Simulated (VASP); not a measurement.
C: relaxation of cell and atoms with r2SCAN

Crystal: C.

```
C
1.0
     2.46729    0.00000    0.00000
    -1.23365    2.13674    0.00000
     0.00000    0.00000    7.80307
C
4
Cartesian
  0.0000 0.0000 1.9508
  0.0000 0.0000 5.8523
  0.0000 1.4245 1.9508
  1.2336 0.7122 5.8523
```

| Item | Value |
| --- | --- |
| Program | VASP 6.6.1 |
| Task | relaxation of cell and atoms |
| Functional | r2SCAN |
| Potentials or basis | VASP PAW PBE potentials, release 64 (C) |
| Cutoff | 600 eV |
| k mesh | 21 × 21 × 6 |
| Occupations | gaussian, width 0.1 eV |
| Spin | no spin polarisation |
| Further INCAR settings | ALGO = Normal; EDIFF = 1e-07; IBRION = 2; EDIFFG = -0.005; NSW = 90; ISIF = 3 |

| Quantity | Value |
| --- | --- |
| Relaxed volume | 9.05 Å³/atom |
| Relaxed cell | a = 2.456 Å, b = 2.456 Å, c = 6.925 Å, α = 90.00°, β = 90.00°, γ = 120.00° |
| Space group after relaxing (to 0.05 Å) | P6_3/mmc (No. 194) |
| Energy gained by relaxing | 8.0 meV/atom |
| Ionic steps | 12 |
| Pressure after relaxing | 0.0 GPa |
| Band gap on the k mesh | none (metal or under the smearing width) |

The path:
```csv
step,energy change (eV),largest force (eV/Å),pressure (GPa),volume (Å³)
1,0.0000,0.0000,-3.44,41.14
2,0.0212,0.0000,7.09,39.83
3,-0.0053,0.0000,-0.34,40.73
4,-0.0065,0.0000,-0.35,40.58
5,-0.0103,0.0000,-0.38,40.13
6,-0.0176,0.0000,-0.44,39.24
7,-0.0292,0.0000,-0.45,37.44
8,-0.0118,0.0000,0.26,33.85
9,-0.0316,0.0000,-0.40,36.71
10,-0.0320,0.0000,-0.35,36.23
11,-0.0122,0.0000,7.27,35.30
12,-0.0320,0.0000,0.00,36.19
```

Final structure:
```xyz
4
Lattice="2.4565 0.0000 0.0000 -1.2282 2.1274 0.0000 0.0000 0.0000 6.9249" Properties=species:S:1:pos:R:3 pbc="T T T"
C     0.0000    0.0000    1.7312
C     2.4565    0.0000    5.1937
C     0.0000    1.4183    1.7312
C     1.2282    0.7091    5.1937
```

Levels at points of the mesh, in eV from the Fermi level:
```
           k point  band 5  band 6  band 7  band 8  band 9  band 10  band 11  band 12
(0.00, 0.00, 0.00)   -3.20   -3.20   -3.19   -3.19    4.17     8.72     8.72     8.76
(0.00, 0.00, 0.50)   -3.20   -3.20   -3.20   -3.20    6.70     6.70     8.74     8.74
```

Run time: 33 min on 1 thread of Intel(R) Xeon(R) 6975P-C (Granite Rapids), with other jobs on the host, peak memory 0.25 GiB.

Caveat: the PAW data sets were made with another functional, which shifts forces and pressure a little.
